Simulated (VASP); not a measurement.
# Ru (P6_3/mmc) in VASP: further runs

The runs below take Ru through single point, with PBE.

Program: VASP 6.6.1. These are calculated values, not measurements. Logs are shortened: lines on timing, memory, paths and dates and some standing lists are left out, and cuts for length are marked.

**1. The structure**

It takes space group P6_3/mmc (No. 194, hexagonal). Conventional cell: a = 2.706 Å, b = 2.706 Å, c = 4.282 Å, α = 90.00°, β = 90.00°, γ = 120.00°. Ru (site symmetry -6m2) has 12 Ru at 2.65 to 2.71 Å as nearest neighbours.

**2. Single point, PBE**

Input file INCAR:

```
SYSTEM = Ru
ALGO     = Normal         ! electronic algorithm
EDIFF    = 1E-6           ! SCF threshold, eV
ENCUT    = 520            ! plane-wave cutoff, eV
GGA      = PE             ! functional
ISIF     = 2              ! what is computed and relaxed
ISMEAR   = -1             ! smearing method
LASPH    = .TRUE.         ! aspherical terms in the spheres
LCHARG   = .FALSE.        ! write CHGCAR
LREAL    = .FALSE.        ! projectors in reciprocal space
LWAVE    = .FALSE.        ! write WAVECAR
NELM     = 80             ! most SCF steps
PREC     = Accurate       ! precision mode
SIGMA    = 0.1            ! smearing width, eV
```

Input file KPOINTS:

```
k-points
0
G
  24 24 14
  0 0 0
```

Input file POSCAR:

```
Ru
1.0
    2.7060000000      0.0000000000      0.0000000000
   -1.3530000000      2.3434647426      0.0000000000
    0.0000000000      0.0000000000      4.2820000000
Ru
2
Direct
    0.3333333333      0.6666666667      0.2500000000
    0.6666666667      0.3333333333      0.7500000000
```

Potentials or basis: VASP PAW PBE potentials, release 64 (Ru_pv).

Run with:

```
$ cat potpaw_PBE.64/Ru_pv/POTCAR > POTCAR
$ mpirun -np 1 vasp_std > vasp.out
```

OUTCAR:

```text
SYSTEM = Ru
   EDIFF = 1E-6
   ENCUT = 520
   GGA = PE
   ISIF = 2
   ISMEAR = -1
   LASPH = .TRUE.
   LREAL = .FALSE.
   NELM = 80
   PREC = Accurate

 ion  position               nearest neighbor table
   1  0.333  0.667  0.250-   2 2.65   2 2.65   2 2.65   2 2.65   2 2.65   2 2.65
   2  0.667  0.333  0.750-   1 2.65   1 2.65   1 2.65   1 2.65   1 2.65   1 2.65

  LATTYP: Found a hexagonal cell.
 ALAT       =     2.7060000000
 C/A-ratio  =     1.5824094605

  Lattice vectors:

 A1 = (   2.7060000000,   0.0000000000,   0.0000000000)
 A2 = (  -1.3530000000,   2.3434647426,   0.0000000000)
 A3 = (   0.0000000000,   0.0000000000,   4.2820000000)

Analysis of symmetry for initial positions (statically):
=====================================================================
 Subroutine PRICEL returns:
 Original cell was already a primitive cell.

 Routine SETGRP: Setting up the symmetry group for a
 hexagonal supercell.

 Subroutine GETGRP returns: Found 24 space group operations
 (whereof 12 operations were pure point group operations)
 out of a pool of 24 trial point group operations.

The static configuration has the point symmetry D_3d.
 The point group associated with its full space group is D_6h.

Analysis of symmetry for dynamics (positions and initial velocities):
=====================================================================
 Subroutine PRICEL returns:
 Original cell was already a primitive cell.

 Routine SETGRP: Setting up the symmetry group for a
 hexagonal supercell.

 Subroutine GETGRP returns: Found 24 space group operations
 (whereof 12 operations were pure point group operations)
 out of a pool of 24 trial point group operations.

The dynamic configuration has the point symmetry D_3d.
 The point group associated with its full space group is D_6h.

 Subroutine INISYM returns: Found 24 space group operations
 (whereof 12 operations are pure point group operations),
 and found     1 'primitive' translations

----------------------------------------------------------------------------------------

                                     Primitive cell

  volume of cell :      27.1539

  direct lattice vectors                    reciprocal lattice vectors
     2.706000000  0.000000000  0.000000000     0.369549150  0.213359301  0.000000000
    -1.353000000  2.343464743  0.000000000     0.000000000  0.426718603  0.000000000
     0.000000000  0.000000000  4.282000000     0.000000000  0.000000000  0.233535731

  length of vectors
     2.706000000  2.706000000  4.282000000     0.426718603  0.426718603  0.233535731

  position of ions in fractional coordinates (direct lattice)
     0.333333333  0.666666667  0.250000000
     0.666666667  0.333333333  0.750000000

  ion indices of the primitive-cell ions
   primitive index   ion index
                 1           1
                 2           2

----------------------------------------------------------------------------------------

 KPOINTS: k-points

Automatic generation of k-mesh.
 Grid dimensions read from file:
 generate k-points for:   24   24   14

 Generating k-lattice:

  Cartesian coordinates                     Fractional coordinates (reciprocal lattice)
     0.015397881  0.008889971  0.000000000     0.041666667  0.000000000  0.000000000
     0.000000000  0.017779942  0.000000000     0.000000000  0.041666667  0.000000000
     0.000000000  0.000000000  0.016681124     0.000000000  0.000000000  0.071428571

  Length of vectors
     0.017779942  0.017779942  0.016681124

  Shift w.r.t. Gamma in fractional coordinates (k-lattice)
     0.000000000  0.000000000  0.000000000

 Subroutine IBZKPT returns following result:
 ===========================================

 Found    488 irreducible k-points:

 Following reciprocal coordinates:
            Coordinates               Weight
  0.000000  0.000000  0.000000      1.000000
  0.041667  0.000000  0.000000      6.000000
  0.083333  0.000000  0.000000      6.000000
  0.125000  0.000000  0.000000      6.000000
  0.166667 -0.000000  0.000000      6.000000
  0.208333  0.000000  0.000000      6.000000
[... 16 lines left out ...]
  0.416667  0.041667  0.000000     12.000000
  0.458333  0.041667  0.000000     12.000000
 [... further k-points ...]
   k-points           NKPTS =    488   k-points in BZ     NKDIM =    488   number of bands    NBANDS=     18
   number of dos      NEDOS =    301   number of ions     NIONS =      2
   total plane-waves  NPLWV =  12800
   dimension x,y,z NGX =    20 NGY =   20 NGZ =   32
   dimension x,y,z NGXF=    40 NGYF=   40 NGZF=   64
   ions per type =               2
   NGX,Y,Z   is equivalent  to a cutoff of  12.29, 12.29, 12.42 a.u.
   NGXF,Y,Z  is equivalent  to a cutoff of  24.57, 24.57, 24.85 a.u.
 SYSTEM =  Ru
   PREC   = accura    normal or accurate (medium, high low for compatibility)
   ISTART =      0    job   : 0-new  1-cont  2-samecut
   ICHARG =      2    charge: 1-file 2-atom 10-const
   ISPIN  =      1    spin polarized calculation?
   LNONCOLLINEAR =      F non collinear calculations
   LSORBIT =      F    spin-orbit coupling
   LASPH  =      T    aspherical Exc in radial PAW
   ENCUT  =  520.0 eV  38.22 Ry    6.18 a.u.   5.03  5.03  7.96*2*pi/ulx,y,z
   NELM   =     80;   NELMIN=  2; NELMDL= -5     # of ELM steps
   EDIFF  = 0.1E-05   stopping-criterion for ELM
   LREAL  =      F    real-space projection
   EDIFFG = 0.1E-04   stopping-criterion for IOM
   NSW    =      0    number of steps for IOM
   IBRION =     -1    ionic relax: 0-MD 1-quasi-New 2-CG
   NFREE  =      0    steps in history (QN), initial steepest desc. (CG)
   ISIF   =      2    stress and relaxation
   ISYM   =      2    0-nonsym 1-usesym 2-fastsym
   POTIM  = 0.5000    time-step for ionic-motion
   TEBEG  =    0.0;   TEEND  =   0.0 temperature during run
   PSTRESS=    0.0 pullay stress
   NELECT =      28.0000    total number of electrons
   NUPDOWN=      -1.0000    fix difference up-down
   EMIN   =  10.00;   EMAX   =-10.00  energy-range for DOS
   EFERMI =   0.00;   METHOD = LEGACY
   ISMEAR =    -1;   SIGMA  =   0.10  broadening in eV -4-tet -1-fermi 0-gaus
   EFERMI_NEDOS =   21; number of points for ismear=-14 and -15
   IALGO  =     38    algorithm
   IMIX   =      4    mixing-type and parameters
     AMIX     =   0.40;   BMIX     =  1.00
     AMIX_MAG =   1.60;   BMIX_MAG =  1.00
  volume/ion in A,a.u.               =      13.58        91.62
  Fermi-wavevector in a.u.,A,eV,Ry     =   1.653928  3.125470 37.218427  2.735477
  Thomas-Fermi vector in A             =   2.742282
   LORBIT       =      0    0 simple, 1 ext, 2 COOP (PROOUT), +10 PAW based schemes
   GGA     = PE    functional components
   LHFCALC =     F    Hartree Fock is set to
   AEXX    =    0.0000 exact exchange contribution
   IVDW    =     0    specifies the selected vdW correction
   LEPSILON=     F    determine dielectric tensor
   LRPA    =     F    only Hartree local field effects (RPA)
 non-spin polarized calculation
  energy-cutoff  :      520.00
  volume of cell :       27.15
 maximum number of plane-waves:       752
 NGX is ok and might be reduce to    20
   NGX =  9   NGY =  9   NGZ = 15

 number of electron      28.0000009 magnetization

 Free energy of the ion-electron system (eV)
  ---------------------------------------------------
  ext. energy  EPLUGINS =         0.00000000
  ---------------------------------------------------
  free energy    TOTEN  =       -18.48961821 eV

  energy without entropy =      -18.43359390  energy(sigma->0) =      -18.46160605

 E-fermi :  12.8526     XC(G=0): -14.1197

 val. band max:       12.8477921840   @ k =   0.5000   0.0000   0.3571
 cond. band min:      12.8540118282   @ k =   0.3750   0.0833   0.3571
 fundamental gap:      0.0062196442
 Fermi energy:        12.8526298689

 k-point     1 :       0.0000    0.0000    0.0000
  band No.  band energies     occupation
      1     -30.8073      2.00000
      2     -29.8752      2.00000
      3     -29.8752      2.00000
      4     -29.7051      2.00000
      5     -29.7051      2.00000
      6     -29.6639      2.00000
[... 10 lines left out ...]
     17      14.0229      0.00002
     18      14.1346      0.00001

 k-point     2 :       0.0417    0.0000    0.0000
  band No.  band energies     occupation
      1     -30.8014      2.00000
      2     -29.8880      2.00000
      3     -29.8796      2.00000
      4     -29.7185      2.00000
      5     -29.7068      2.00000
      6     -29.6667      2.00000
[... 10 lines left out ...]
     17      14.0486      0.00001
     18      15.0186      0.00000

 k-point     3 :       0.0833    0.0000    0.0000
  band No.  band energies     occupation
      1     -30.7837      2.00000
      2     -29.9253      2.00000
      3     -29.8921      2.00000
      4     -29.7573      2.00000
      5     -29.7120      2.00000
      6     -29.6749      2.00000
[... 10 lines left out ...]
     17      14.1185      0.00001
     18      16.0119      0.00000

 k-point     4 :       0.1250    0.0000    0.0000
  band No.  band energies     occupation
      1     -30.7550      2.00000
      2     -29.9847      2.00000
      3     -29.9117      2.00000
      4     -29.8185      2.00000
      5     -29.7205      2.00000
      6     -29.6887      2.00000
[... 10 lines left out ...]
     17      14.2158      0.00000
     18      17.0449      0.00000

 k-point     5 :       0.1667   -0.0000    0.0000
  band No.  band energies     occupation
      1     -30.7161      2.00000
      2     -30.0621      2.00000
      3     -29.9368      2.00000
      4     -29.8971      2.00000
      5     -29.7320      2.00000
      6     -29.7080      2.00000
[... 10 lines left out ...]
     17      14.3231      0.00000
     18      18.1038      0.00000

 k-point     6 :       0.2083    0.0000    0.0000
  band No.  band energies     occupation
      1     -30.6685      2.00000
      2     -30.1523      2.00000
      3     -29.9869      2.00000
      4     -29.9653      2.00000
      5     -29.7460      2.00000
      6     -29.7327      2.00000
[... 10 lines left out ...]
     17      14.4271      0.00000
     18      19.1755      0.00000

 k-point     7 :       0.2500    0.0000    0.0000
  band No.  band energies     occupation
      1     -30.6139      2.00000
      2     -30.2490      2.00000
      3     -30.0815      2.00000
      4     -29.9953      2.00000
      5     -29.7628      2.00000
      6     -29.7614      2.00000
[... 10 lines left out ...]
     17      14.5195      0.00000
     18      20.2451      0.00000

 k-point     8 :       0.2917    0.0000    0.0000
  band No.  band energies     occupation
      1     -30.5544      2.00000
      2     -30.3457      2.00000
      3     -30.1742      2.00000
      4     -30.0247      2.00000
      5     -29.7976      2.00000
      6     -29.7773      2.00000
[... 10 lines left out ...]
     17      14.5966      0.00000
     18      21.2941      0.00000
[... 229 lines left out ...]
     17      14.5444      0.00000
     18      20.8499      0.00000

 k-point    20 :       0.2917    0.0417    0.0000
  band No.  band energies     occupation
      1     -30.5203      2.00000
      2     -30.3903      2.00000
      3     -30.2238      2.00000
      4     -30.0397      2.00000
      5     -29.8186      2.00000
      6     -29.7924      2.00000
[... 10 lines left out ...]
     17      14.6104      0.00000
     18      21.8763      0.00000

 k-point    21 :       0.3333    0.0417    0.0000
  band No.  band energies     occupation
      1     -30.4738      2.00000
      2     -30.4591      2.00000
      3     -30.2989      2.00000
      4     -30.0673      2.00000
      5     -29.8584      2.00000
      6     -29.8071      2.00000
[... 10 lines left out ...]
     17      14.6609      0.00000
     18      22.4192      0.00000

 k-point    22 :       0.3750    0.0417    0.0000
  band No.  band energies     occupation
      1     -30.5419      2.00000
      2     -30.4016      2.00000
      3     -30.3597      2.00000
      4     -30.0892      2.00000
      5     -29.8983      2.00000
      6     -29.8192      2.00000
[... 10 lines left out ...]
     17      15.0183      0.00000
     18      21.4856      0.00000

 k-point    23 :       0.4167    0.0417    0.0000
  band No.  band energies     occupation
      1     -30.5899      2.00000
      2     -30.4024      2.00000
      3     -30.3542      2.00000
      4     -30.1045      2.00000
      5     -29.9333      2.00000
      6     -29.8278      2.00000
[... 10 lines left out ...]
     17      15.9439      0.00000
     18      20.2532      0.00000

 k-point    24 :       0.4583    0.0417    0.0000
  band No.  band energies     occupation
      1     -30.6147      2.00000
      2     -30.4244      2.00000
      3     -30.3262      2.00000
      4     -30.1123      2.00000
      5     -29.9549      2.00000
      6     -29.8323      2.00000
[... 10 lines left out ...]
     17      16.7971      0.00000
     18      19.2195      0.00000

 [... further k-points ...]

------------------------ aborting loop because EDIFF is reached ----------------------------------------

  FORCE on cell =-STRESS in cart. coord.  units (eV):
  Direction    XX          YY          ZZ          XY          YZ          ZX
  --------------------------------------------------------------------------------------
  -------------------------------------------------------------------------------------
  Total        0.8371067      0.8371067      0.6486248     -0.0000000      0.0000000      0.0000000
  in kB       49.3922194     49.3922194     38.2711290     -0.0000000      0.0000000      0.0000000
  external PRESSURE =      45.6851893 kB  Pullay stress =       0.0000000 kB

 VOLUME and BASIS-vectors are now :
 -----------------------------------------------------------------------------
  energy-cutoff  :      520.00
  volume of cell :       27.15
      direct lattice vectors                 reciprocal lattice vectors
     2.706000000  0.000000000  0.000000000     0.369549150  0.213359301  0.000000000
    -1.353000000  2.343464743  0.000000000     0.000000000  0.426718603  0.000000000
     0.000000000  0.000000000  4.282000000     0.000000000  0.000000000  0.233535731

 POSITION                                       TOTAL-FORCE (eV/Angst)
 -----------------------------------------------------------------------------------
     -0.00000      1.56231      1.07050        -0.000000     -0.000000      0.000000
      1.35300      0.78115      3.21150         0.000000      0.000000      0.000000
 -----------------------------------------------------------------------------------
    total drift:                               -0.000000      0.000000     -0.000000

  FREE ENERGIE OF THE ION-ELECTRON SYSTEM (eV)
  ---------------------------------------------------
  free  energy   TOTEN  =       -18.4896182057 eV

  energy  without entropy=      -18.4335939037  energy(sigma->0) =      -18.46160605
```

Run time: 1.7 min. Hardware: 1 thread of Intel Xeon Platinum 8488C (Sapphire Rapids), shared host; peak memory 0.29 GiB.

What came out:

* Free energy: -18.4896 eV
* Pressure: 4.6 GPa
* Band gap on the k mesh: none (metal or under the smearing width)

Stress tensor (GPa, compression positive):
```
4.94 0.00 0.00
0.00 4.94 0.00
0.00 0.00 3.83
```

Levels at points of the mesh, in eV from the Fermi level:
```csv
k point,band 10,band 11,band 12,band 13,band 14,band 15,band 16,band 17,band 18
"(0.00, 0.00, 0.00)",-2.61,-2.43,-1.93,-1.93,-1.40,-1.40,1.17,1.17,1.28
"(0.50, 0.00, 0.00)",-3.02,-2.08,-1.80,-1.53,1.41,1.83,1.90,4.05,6.11
"(0.00, 0.00, 0.50)",-2.77,-2.77,-2.77,-2.72,-2.72,0.53,0.53,0.53,0.53
"(0.50, 0.00, 0.50)",-4.54,-1.07,-1.07,0.44,0.44,1.67,1.67,3.38,3.38
```

**3. Single point, PBE**

INCAR is that of step 2.

Input file KPOINTS:

```
k-points
0
G
  36 36 22
  0 0 0
```

POSCAR is that of step 2.

Potentials or basis: VASP PAW PBE potentials, release 64 (Ru_pv).

Run with:

```
$ cat potpaw_PBE.64/Ru_pv/POTCAR > POTCAR
$ mpirun -np 1 vasp_std > vasp.out
```

Wall time 4.4 min (1 thread of Intel Xeon Platinum 8488C (Sapphire Rapids), shared host); peak memory 0.65 GiB.

It converged, with:

| Quantity | Value |
| --- | --- |
| Free energy | -18.4903 eV |
| Pressure | 4.6 GPa |
| Band gap on the k mesh | none (metal or under the smearing width) |

Stress tensor (GPa, compression positive):
```
4.92 0.00 0.00
0.00 4.92 0.00
0.00 0.00 3.81
```

Levels at points of the mesh, in eV from the Fermi level:
| k point | band 11 | band 12 | band 13 | band 14 | band 15 | band 16 | band 17 | band 18 |
| --- | --- | --- | --- | --- | --- | --- | --- | --- |
| (0.00, 0.00, 0.00) | -2.43 | -1.93 | -1.93 | -1.40 | -1.40 | 1.17 | 1.17 | 1.28 |
| (0.50, 0.00, 0.00) | -2.08 | -1.80 | -1.53 | 1.41 | 1.83 | 1.90 | 4.05 | 6.12 |
| (0.00, 0.00, 0.50) | -2.77 | -2.77 | -2.72 | -2.72 | 0.53 | 0.53 | 0.53 | 0.53 |
| (0.50, 0.00, 0.50) | -1.07 | -1.07 | 0.44 | 0.44 | 1.67 | 1.67 | 3.38 | 3.38 |
